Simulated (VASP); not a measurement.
A run of VASP 6.6.1 is set up as follows.

The input INCAR:

```
SYSTEM = SrTiO3
PREC = Accurate
ENCUT = 600
EDIFF = 1E-6
ISMEAR = 0
SIGMA = 0.03
LREAL = .FALSE.
LASPH = .TRUE.
NELM = 80
ALGO = Normal
ISIF = 3
LWAVE = .FALSE.
LCHARG = .FALSE.
GGA = PE
IBRION = 2
NSW = 90
EDIFFG = -0.01
PSTRESS = 50.0
```

KPOINTS

```
Automatic mesh
0
G
  8 8 8
  0 0 0
```

File POSCAR:

```
SrTiO3
1.0
    3.9052800000      0.0000000000      0.0000000000
    0.0000000000      3.9052800000      0.0000000000
    0.0000000000      0.0000000000      3.9052800000
Sr Ti O
1 1 3
Direct
    0.5000000000      0.5000000000      0.5000000000
    0.0000000000      0.0000000000      0.0000000000
    0.5000000000      0.0000000000      0.0000000000
    0.0000000000      0.5000000000      0.0000000000
    0.0000000000      0.0000000000      0.5000000000
```

Potentials or basis: VASP PAW PBE potentials, release 64 (Sr_sv, Ti_sv, O).

Launch:

```console
$ cat potpaw_PBE.64/Sr_sv/POTCAR potpaw_PBE.64/Ti_sv/POTCAR potpaw_PBE.64/O/POTCAR > POTCAR
$ mpirun -np 1 vasp_std > vasp.out
```

Problem. What does it give for the space group after relaxing (to 0.05 Å)?

Solution. Pm-3m (No. 221).

Problem. Estimate the band gap on the k mesh.

Solution. 1.86 eV, indirect (least direct gap 2.21 eV).

Final structure:
```
Sr Ti O
1.0
     3.90359    0.00000    0.00000
     0.00000    3.90359    0.00000
     0.00000    0.00000    3.90359
Sr Ti O
1 1 3
Direct
  0.50000 0.50000 0.50000
  0.00000 0.00000 0.00000
  0.50000 0.00000 0.00000
  0.00000 0.50000 0.00000
  0.00000 0.00000 0.50000
```

Caveat: the cell is relaxed towards a set pressure, so the enthalpy falls and the energy may rise. A k mesh can miss the band edges.
